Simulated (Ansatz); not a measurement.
# Ti: the cost of one run

Method: DFT PBE, scalar-relativistic, plane waves, PAW, in Ansatz 0.2.0.

## 1. The structure to begin with

Symmetry: P2/m, No. 10, monoclinic system. Conventional cell: a = 2.842 Å, b = 4.641 Å, c = 27.719 Å, α = 90.00°, β = 90.00°, γ = 90.00°. Around Ti (site symmetry m) lie 5 Ti at 2.84 Å. Ti (site symmetry m) is surrounded by 7 Ti at 2.84 Å. Around Ti (site symmetry m) lie 8 Ti at 2.84 Å. Around Ti (site symmetry 2/m) lie 8 Ti at 2.84 Å.

As a file:

```cif
data_structure
_symmetry_space_group_name_H-M 'P 1'
_symmetry_Int_Tables_number 1
_cell_length_a 2.8423
_cell_length_b 4.6414
_cell_length_c 27.7190
_cell_angle_alpha 90.000
_cell_angle_beta 90.000
_cell_angle_gamma 90.000
_cell_volume 365.68
loop_
_atom_site_label
_atom_site_type_symbol
_atom_site_fract_x
_atom_site_fract_y
_atom_site_fract_z
_atom_site_occupancy
Ti1 Ti 0.33333 0.50000 0.30665 1
Ti2 Ti 0.66667 0.00000 0.35499 1
Ti3 Ti 0.00000 0.50000 0.40332 1
Ti4 Ti 0.33333 0.00000 0.45166 1
Ti5 Ti 0.66667 0.50000 0.50000 1
Ti6 Ti 0.00000 0.00000 0.54834 1
Ti7 Ti 0.33333 0.50000 0.59668 1
Ti8 Ti 0.66667 0.00000 0.64501 1
Ti9 Ti 0.00000 0.50000 0.69335 1
```

Slab cut from the bulk at the bulk's listed lattice constants, lower half held.

## 2. Relaxing the atoms

The input, input.yaml:

```yaml
crystal:
  lattice:
    - [2.84229538, 0.0, 0.0]
    - [0.0, 4.64144891, 0.0]
    - [0.0, 0.0, 27.7189673421]
  atoms:
    - { symbol: Ti, position: [0.33333333, 0.5, 0.3066492303] }
    - { symbol: Ti, position: [0.66666667, 0.0, 0.3549869279] }
    - { symbol: Ti, position: [0.0, 0.5, 0.4033246151] }
    - { symbol: Ti, position: [0.33333333, 0.0, 0.4516623128] }
    - { symbol: Ti, position: [0.66666667, 0.5, 0.5] }
    - { symbol: Ti, position: [0.0, 0.0, 0.5483376872] }
    - { symbol: Ti, position: [0.33333333, 0.5, 0.5966753849] }
    - { symbol: Ti, position: [0.66666667, 0.0, 0.6450130721] }
    - { symbol: Ti, position: [0.0, 0.5, 0.6933507697] }
basis:
  ecutwfc: 420.0
  fft_grid_basis: typed
kpoints:
  mp_grid: { grid: [9, 6, 1] }
hamiltonian:
  xc: pbe
scf:
  occupations: { method: gaussian, width: 0.1 }
output:
  forces: true
  eigenvalues: true
efield:
  axis: 3
  dipole_correction: true
  ramp_width: 0.04
relax:
  adjacent_minimum: "off"
  f_tol: 0.04
  max_steps: 40
  constraints: [{ sites: [0, 1, 2, 3] }]
```

Launch:

```console
ansatz run input.yaml --threads 1 --pin off --max-ram 2211MiB --backend cpu --events-out ev --progress --plain --runs-dir out
```

**Question.** How long does this run take on 1 thread of AMD EPYC 9R45 (Zen 5), shared host, and how much memory does it need?

About 3.1 min, with a peak of 0.75 GiB.
